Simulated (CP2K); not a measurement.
Crystal: Ti.

```
CELL_PARAMETERS angstrom
4.56737 0.00000 0.00000
-2.28369 3.95546 0.00000
0.00000 0.00000 2.82624
ATOMIC_POSITIONS crystal
Ti 0.66667 0.33333 0.50000
Ti 0.33333 0.66667 0.50000
Ti 0.00000 0.00000 0.00000
```

This isn't the form of Ti at room conditions, which is hcp.

```yaml
Program: CP2K 2026.2
Task: single point
Functional: PBE
Potentials_or_basis: POTENTIAL_UZH Ti GTH-PBE-q12; TZVP-MOLOPT-PBE-GTH basis
Density_cutoff: 6123 eV
k_mesh: 7 × 7 × 9
Occupations: fermi-dirac, width 0.05 eV
Spin: no spin polarisation
```

On this cell: pressure 0.9 GPa; largest force under 0.003 eV/Å; band gap on the k mesh none (metal or under the smearing width).

The same run follows on a disturbed copy (atoms moved at random, drawn with an rms of 0.05 Å):

```
Ti
1.0
     4.56737    0.00000    0.00000
    -2.28369    3.95546    0.00000
     0.00000    0.00000    2.82624
Ti
3
Direct
  0.66700 0.33369 0.50435
  0.33980 0.67128 0.48012
  0.00626 0.00534 0.00325
```

**Question.** What does the disturbed cell give?

**Answer.** The energy (extrapolated to zero smearing) moves by +2.4 meV/atom; pressure 1.0 GPa; largest force 0.196 eV/Å; band gap on the k mesh none (metal or under the smearing width).

Forces on the atoms (eV/Å):
```
Ti   0.069  0.073 -0.015
Ti  -0.042 -0.035  0.189
Ti  -0.016 -0.026 -0.173
```

Stress tensor (GPa, compression positive):
```
1.01 0.03 0.00
0.03 0.99 0.01
0.00 0.01 0.91
```

The forces don't sum to zero, so they hold noise of the program's grid.

Caveats: the basis of atomic orbitals isn't converged, which shifts pressures, moduli and gaps.
